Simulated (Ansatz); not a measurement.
**Sensitivity of the G0W0 gap of SiC (F-43m)**

A base run on SiC (F-43m), then changed inputs.

Calculated with Ansatz 0.2.0; G0W0 on PBE, plane waves, PAW.

## Step 1: The structure

The structure is cubic, space group F-43m (No. 216). The conventional cell has a = 4.358 Å, b = 4.358 Å, c = 4.358 Å, α = 90.00°, β = 90.00°, γ = 90.00°. Si has 4 C at 1.89 Å nearest. C has 4 Si at 1.89 Å nearest. Farther neighbours are not listed.

The cell and positions come from the Crystallography Open Database and are kept as given unless a step says otherwise. The default PAW set here is soft_2. Its files were made with PBE.

## Step 2: The base run: 6×6×6 mesh, 21 empty bands, screening to 60 eV

G0W0 replaces the xc potential by the self-energy, built once from these orbitals. Only a window of levels is corrected, while the sums run over the empty bands that the input names.

Contents of input.yaml:

```yaml
crystal:
  lattice:
    - [0.0, 2.179, 2.179]
    - [2.179, 0.0, 2.179]
    - [2.179, 2.179, 0.0]
  atoms:
    - { symbol: Si, position: [0.0, 0.0, 0.0] }
    - { symbol: C, position: [0.25, 0.25, 0.25] }
kpoints:
  mp_grid: { grid: [6, 6, 6] }
hamiltonian:
  xc: pbe
scf:
  occupations: { method: fixed }
gw:
  n_empty_bands: 21
  ecut_chi: 60
  qp_bands: [v2, c2]
  qp_kpoints: band_edges
  screening: { model: contour_deformation }
```

On the command line:

```
ansatz run input.yaml --threads 2 --pin off --max-ram 92160MiB --backend cuda --events-out ev --progress --plain --runs-dir out --devices 1 --max-vram 13GiB  # rebuilt from the run's record
```

Numbers of over 12 decimals in the logs are rounded to 6 here.

Log:

```text
GPUs: using 1 of 1 available (devices: 1).
Engine: ansatz 0.2.0, x86_64-unknown-linux-gnu
Pseudopotentials: kind: paw
Pseudopotential: Si, paw, valence charge 4, recommended cutoff 420 eV (normal), Si.paw.azcp
Pseudopotential: C, paw, valence charge 4, recommended cutoff 420 eV (normal), C.paw.azcp
Functional definition: PBE
  parameter kappa = 0.804
  parameter beta = 0.066725
  exchange = pbe_x(kappa = kappa, mu = beta*pi^2/3)
  correlation = pbe_c(beta = beta)
device memory: the entry about to start is reckoned to put 0.4 GiB on a device that reports 52.8 GiB free (of which the cap on the GPU budget leaves the run 13.0 GiB)
GPU FFT provider: cuFFT
GPU libraries: cuBLAS 13.8.2, cuFFT 12.4.0, cuSOLVER 12.3.4
Crystal: 2 atoms, lattice volume = 20.692 Å³
Basis set: ecut = 420 eV, 411 PW (Γ)
Bands: 8, of which v1, the nominal top of the filled ones, is band 4 counted from 1 (3 counted from 0)
Symmetry: 24 space group operations
Space group: F-43m (ITA 216), of the structure as read, at distance tolerance 2.7e-5 Å
k-points: 16 of 216 (time reversal used)
Non-local potential: Si, projectors of the file, l = 0: 2, l = 1: 2, l = 2: 2
Non-local potential: C, projectors of the file, l = 0: 2, l = 1: 2, l = 2: 1
PAW form: soft (Blöchl's): semilocal exchange-correlation on the pseudo side does not see the compensation charge
PAW one-centre angular grid: Si, 110 points (default); XC on 64 Gauss nodes
PAW one-centre angular grid: C, 110 points (default); XC on 64 Gauss nodes
Initial density: superposition of atomic densities (neutral atoms: chi_scale 0, normalization atom), corrected by the library's trained network
Initial wavefunctions: pseudopotential atomic-orbital guess
GPU buffer pool allocated for 13824 grid points (all kernels)
GPU transforms: local potential and band sums: pruned to the plane-wave sphere, on 24×24×24
Functional: x = pbe(κ = 0.804, μ = 0.219515), c = pbe(β = 0.066725)
SCF iter   1: F=—  HF=-887.146339 eV  |F-HF|=—  |Δ(HF+E_count)|=         —  Δρ=1.78e-3  dr2=5.83e-4  ethr=1.77e-3  ⟨swp⟩=4.1  Hψ=901  notcnv=0  defer=24
preconditioner: auto → none  [insulator: Δε(μ)=1.336 eV  Ē_g=14.039 eV  n_scr=0 (ndim 8)  ℏωp=23.1 eV  f_vac=0.000  ε∞_Penn≈3.7]
SCF iter   2: F=—  HF=-887.146470 eV  |F-HF|=—  |Δ(HF+E_count)|=   1.31e-4  Δρ=6.79e-4  dr2=4.79e-5  ethr=7.29e-6  ⟨swp⟩=2.2  Hψ=346  notcnv=0  defer=27
SCF iter   3: F=—  HF=-887.146491 eV  |F-HF|=—  |Δ(HF+E_count)|=   2.16e-5  Δρ=3.28e-4  dr2=4.56e-6  ethr=5.98e-7  ⟨swp⟩=2.8  Hψ=196  notcnv=0  defer=19
SCF iter   4: F=—  HF=-887.146516 eV  |F-HF|=—  |Δ(HF+E_count)|=   2.43e-5  Δρ=3.42e-5  dr2=1.60e-7  ethr=5.69e-8  ⟨swp⟩=2.2  Hψ=196  notcnv=0  defer=27
iter 5 did not close the SCF: its close was put off for the readings that it lacked (scf_convergence_deferred on its scf_iter line)
[...]
E_nonlocal   = 51.834139
  E_hartree    = 32.102573
  E_xc         = -105.505659
  E_vxc        = -109.373697  (∫ρ·V_xc dr)
  E_paw        = -612.101628  (= ΣΔE_a)
  E_vpaw       = -9.226592  (= ΣTr[D̂ρ^β])
  E_aug_tail   = 0.000011  (compensation charges beyond the density's cutoff)
  E_ewald      = -284.783780
  E_smearing   = -0.000000  (= −TS)
  E_closure    = 0.000000  (closes the sum)
  Σ components = -887.146516   (vs F -887.146516, Δ=0.00e0)
--- Band table (eV; the first three rows and the last of 16) ---
  k-point 0: bands = ["-5.9201", "9.4871", "9.4871", "9.4871", "15.6996", "16.7903", "16.7903", "16.7903"]
  k-point 1: bands = ["-5.3807", "7.1151", "9.1573", "9.1573", "15.8186", "17.3075", "17.3075", "17.8290"]
  k-point 2: bands = ["-3.8537", "3.3097", "8.6428", "8.6428", "15.1636", "17.1254", "17.1254", "19.3926"]
  k-point 15: bands = ["-0.7298", "2.1944", "4.9788", "5.1038", "13.4762", "16.5757", "20.3073", "21.6879"]
--- G₀W₀: contour deformation, 6 samples at zero and on the imaginary axis and 2 off it, 216 q-points, 21 empty bands' worth ---
  eigenvalues of the whole cell's RPA ε∞ on this k-mesh (on a slab, of 1 + 4πα/V) = 7.3705, 7.3705, 7.3705; static W/v taken at q = 0 is 0.135677
  bands read: the sum over 25 bands ends inside a degenerate multiplet in 4 slots, whose members it reads at an even weight; the widest, k=0: bands 24 to 26 (counted from 1) at 2/3 each
  gw.qp_kpoints: band_edges: 9 of 16 stored k-points solved, in 1 pass; an edge of the gap read off the rows below is read off those points alone
    valence top: of the k-points left out ik 7 came nearest to being solved in a further pass, in band 4 (counted from 1, as in the quasiparticle table): it holds the edge there only if its correction is more favourable than any solved in that band by at least 1.152 eV; those differ by 0.383 eV
    conduction bottom: of the k-points left out ik 10 came nearest to being solved in a further pass, in band 5 (counted from 1, as in the quasiparticle table): it holds the edge there only if its correction is more favourable than any solved in that band by at least 1.372 eV; those differ by 0.530 eV
    ik  band        ε_KS         Σx   Σc(E_QP)       V_xc       Z   E_QP_lin       E_QP  E_QP is
     0     3      9.4871   -18.3487     2.6975   -15.7263  0.7970     9.5623     9.5623  root
     0     4      9.4871   -18.3487     2.6975   -15.7263  0.7970     9.5623     9.5623  root
     0     5     15.6996    -9.6213    -4.7989   -15.4181  0.7897    16.7082    16.6975  root
     0     6     16.7903    -8.0579    -4.7311   -13.8556  0.8020    17.8679    17.8569  root
     1     3      9.1573   -18.3775     2.7564   -15.6509  0.7957     9.1871     9.1871  root
     1     4      9.1573   -18.3775     2.7564   -15.6509  0.7957     9.1871     9.1871  root
     1     5     15.8186    -8.8265    -4.6640   -14.4819  0.7992    16.8189    16.8100  root
     1     6     17.3075    -7.8659    -4.9019   -13.8664  0.7969    18.4193    18.4061  root
[...]
12     3      6.2987   -18.5907     3.4865   -14.7968  0.7755     5.9901     5.9912  root
    12     4      6.2987   -18.5907     3.4865   -14.7968  0.7755     5.9901     5.9912  root
    12     5     10.8405    -7.1389    -3.6625   -11.3461  0.8209    11.3869    11.3852  root
    12     6     13.8070    -7.4324    -4.0764   -12.3162  0.8235    14.6187    14.6143  root
[key lines of the parts left out:]
SCF converged after 6 iterations
Free energy (F): -887.146516 eV
Fermi energy:    9.487149 eV
```

It took 7.8 s on 1 × NVIDIA H100 80GB HBM3 (shared by 6 runs) with 2 threads of AMD EPYC 7R13 (Zen 3), shared host; peak memory 0.98 GiB.

Reading the cycles: dr2 is the Hartree energy of the density residual (eV), the measure of convergence; HF is the Harris–Foulkes estimate of the energy, which meets the free energy F at convergence.

This step gave:

```
bands summed                                 : 25
RPA ε∞ on this mesh (eigenvalues)            : 7.370, 7.370, 7.370
plane waves in the screening matrix          : 15
q-points in the mesh                         : 216
G0W0 gap on the mesh                         : 1.823 eV
k of the valence top                         : 0, 0, 0
k of the conduction bottom                   : 0, -0.5, -0.5
starting gap on the mesh                     : 1.353 eV
Z at the valence top                         : 0.7970
Z at the conduction bottom                   : 0.8209
least direct G0W0 gap on the computed points : 5.394 eV
```

The gap on the mesh goes from 1.35 eV to 1.82 eV, a correction of +0.47 eV. Between the two edge states, bare exchange in place of the xc potential would open the gap by 6.83 eV, and correlation takes back 6.36 eV.

## Step 3: Variant: static remainder

This step: G0W0 on PBE, plane waves, norm-conserving pseudopotentials.

input.yaml, the sections that differ from step 2:

```yaml
hamiltonian:
  xc: pbe
  pseudopotentials: { kind: nc }
gw:
  n_empty_bands: 21
  ecut_chi: 100
  qp_bands: [v2, c2]
  qp_kpoints: band_edges
  screening: { model: contour_deformation }
  static_remainder: true
# crystal, kpoints, scf: as in step 2
```

Log:

```text
Warning: gw takes pair_densities: pseudo, which can misplace gaps by tens of per cent, since gw.static_remainder lacks the terms of the atoms
GPUs: using 1 of 1 available (devices: 1).
[...]
GPU FFT provider: cuFFT
GPU libraries: cuBLAS 13.8.2, cuFFT 12.4.0, cuSOLVER 12.3.4
Crystal: 2 atoms, lattice volume = 20.692 Å³
Basis set: ecut = 1115.666836 eV, 1807 PW (Γ)
Bands: 8, of which v1, the nominal top of the filled ones, is band 4 counted from 1 (3 counted from 0)
[... 1 set-up line as in the run before ...]
[...]
k-points: 16 of 216 (time reversal used)
[...]
GPU buffer pool allocated for 46656 grid points (all kernels)
[...]
SCF iter   1: F=—  HF=-281.082693 eV  |F-HF|=—  |Δ(HF+E_count)|=         —  Δρ=1.42e-1  dr2=4.99e0  ethr=3.10e-3  ⟨swp⟩=4.4  Hψ=934  notcnv=0  defer=26
[...]
SCF iter   7: F=-279.545883 eV  HF=-279.545883 eV  |F-HF|=9.07e-10  |Δ(HF+E_count)|=   1.04e-7  Δρ=6.03e-6  dr2=4.33e-9  ethr=1.25e-9  ⟨swp⟩=3.8  Hψ=490  notcnv=0
SCF 1 converged in 7 iterations: F = -279.545883 eV  dr2 = 4.33e-9
[...]
NSCF: frozen V_eff on 16 k-points, pencils in batches of 32, up to order 32
[...]
G₀W₀ screening: q 1/16
[... further progress lines ...]
[...]
NSCF: frozen V_eff on 1 k-points
[...]
SCF converged after 7 iterations
Free energy (F): -279.545883 eV
[...]
Internal energy: -279.545883 eV  (E = F + TS)
E sigma→0 (E₀):  -279.545883 eV
Fermi energy:    9.508043 eV
[...]
--- Band table (eV; the first three rows and the last of 16) ---
[...]
static-remainder magnitude (band-truncation diagnostic): 1.1838 eV
[...]
0     3      9.5080   -17.6068     2.0398   -14.9359  0.7924     8.8742     8.8770  root
     0     4      9.5080   -17.6068     2.0398   -14.9359  0.7924     8.8742     8.8770  root
     0     5     15.7171    -7.5363    -5.3298   -13.1957  0.7827    16.0479    16.0468  root
     0     6     16.7931    -5.8379    -5.2182   -11.3348  0.7977    17.0725    17.0718  root
     1     3      9.1767   -17.5376     2.1269   -14.7489  0.7911     8.5117     8.5149  root
     1     4      9.1767   -17.5376     2.1269   -14.7489  0.7911     8.5117     8.5149  root
     1     5     15.8292    -6.6954    -5.1631   -12.1577  0.7940    16.1292    16.1284  root
     1     6     17.3111    -5.7736    -5.4146   -11.4905  0.7925    17.6144    17.6135  root
[...]
12     3      6.3128   -17.4692     3.0506   -13.5693  0.7714     5.4545     5.4636  root
    12     4      6.3128   -17.4692     3.0506   -13.5693  0.7714     5.4545     5.4636  root
    12     5     10.8509    -6.3812    -3.9727   -10.5094  0.8186    11.0065    11.0063  root
    12     6     13.8156    -5.9666    -4.5011   -10.7753  0.8213    14.1239    14.1233  root
```

The job ended after 9.8 s (1 × NVIDIA H100 80GB HBM3 (shared by 6 runs) with 2 threads; peak memory 0.9 GiB; 8.8 s of CPU time).

Against the base:

```
              setting         base          variant
                files  default PAW  norm-conserving
screening cutoff (eV)           60              100
     static remainder            -             true
```

```
                                    quantity  variant   base
                    starting gap on the mesh    1.343  1.353
                        G0W0 gap on the mesh    2.129  1.823
least direct G0W0 gap on the computed points    5.543  5.394
                        Z at the valence top    0.792  0.797
                  Z at the conduction bottom    0.819  0.821
```

## Step 4: Summary of results

| Property | Result |
| --- | --- |
| base | 1.82 eV, 7.8 s |
| static remainder | 2.13 eV, 9.8 s |

In words: Static remainder: the gap moves by +0.31 eV (the plane-wave cutoff goes from 420 to 1115.67 eV); such settings are too crude to quote. The variant differs from the base in files, screening cutoff and static remainder together, so the change can't be laid to one of them. This option needs pseudo pair densities, which the log warns can misplace gaps. All runs here use a coarse mesh and modest cutoffs; they test settings and are not final values.

[Paths, hosts, dates, memory and timing lines, banners, echoed tables and standing remarks are left out of the program output.]

[Logs are printed without paths, hosts, clocks, repeated set-up lines and the standing remarks that a program may print on its own settings, such as how far it seeks lower states.]

[Runs of the session that timed out or met a known fault of the program may be left out.]

[Cells called generated may have been cut or substituted from an entry of the Crystallography Open Database or the Materials Project.]

[Hosts, paths, dates, database ids (printed as entryN), source tags and the programs' standing remarks are cut or masked in the printed files.]
